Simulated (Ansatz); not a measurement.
# Be3CdSe: the cost of one run

Program: Ansatz 0.2.0. Level of theory: DFT PBE, scalar-relativistic, plane waves, PAW. These are calculated values, not measurements.

## (1) The system as given

The structure is tetragonal, space group P4mm (No. 99). The conventional cell has a = 3.900 Å, b = 3.900 Å, c = 3.965 Å, α = 90.00°, β = 90.00°, γ = 90.00°. Be (site symmetry 4mm) is surrounded by 1 Cd at 1.81 Å. Be (site symmetry 2mm) is surrounded by 2 Cd at 1.96 Å and 4 Se at 2.72 to 2.84 Å and 8 Be at 2.76 to 2.79 Å. Cd (site symmetry 4mm) has 5 Be at 1.81 to 1.96 Å as nearest neighbours. Se (site symmetry 4mm) is surrounded by 12 Be at 2.72 to 2.84 Å.

Structure file:

```cif
data_structure
_symmetry_space_group_name_H-M 'P 1'
_symmetry_Int_Tables_number 1
_cell_length_a 3.8995
_cell_length_b 3.8995
_cell_length_c 3.9649
_cell_angle_alpha 90.000
_cell_angle_beta 90.000
_cell_angle_gamma 90.000
_cell_volume 60.29
loop_
_atom_site_label
_atom_site_type_symbol
_atom_site_fract_x
_atom_site_fract_y
_atom_site_fract_z
_atom_site_occupancy
Be1 Be 0.50000 0.50000 0.04400 1
Be2 Be 0.50000 0.00000 0.54000 1
Be3 Be 0.00000 0.50000 0.54000 1
Cd1 Cd 0.50000 0.50000 0.50000 1
Se1 Se 0.00000 0.00000 0.01800 1
```

Recipe of the guess: species swapped into a database cell of KNbO3 (P4mm, No. 99), with Se on the K sites, Cd on the Nb sites and Be on the O sites. Its size is a rough estimate.

## (2) Probe: one point on a coarse mesh

Input file input.yaml:

```yaml
crystal:
  lattice:
    - [3.8995401, 0.0, 0.0]
    - [0.0, 3.8995401, 0.0]
    - [0.0, 0.0, 3.96492293]
  atoms:
    - { symbol: Be, position: [0.5, 0.5, 0.044] }
    - { symbol: Be, position: [0.5, 0.0, 0.54000002] }
    - { symbol: Be, position: [0.0, 0.5, 0.54000002] }
    - { symbol: Cd, position: [0.5, 0.5, 0.5] }
    - { symbol: Se, position: [0.0, 0.0, 0.018] }
basis:
  ecutwfc: 420
kpoints:
  mp_grid: { grid: [4, 4, 4] }
hamiltonian:
  xc: pbe
scf:
  occupations: { method: gaussian, width: 0.1 }
  lower_state_search: "off"
output:
  forces: true
  stress: true
  eigenvalues: true
```

Launch:

```
$ ansatz run input.yaml --threads 1 --pin off --max-ram 2560MiB --backend cpu --events-out ev --progress --plain --runs-dir out
```

What time and memory should one allow on 1 thread of Intel Xeon at 2.70GHz, shared host?

About 2.5 s, with a peak of 0.36 GiB.
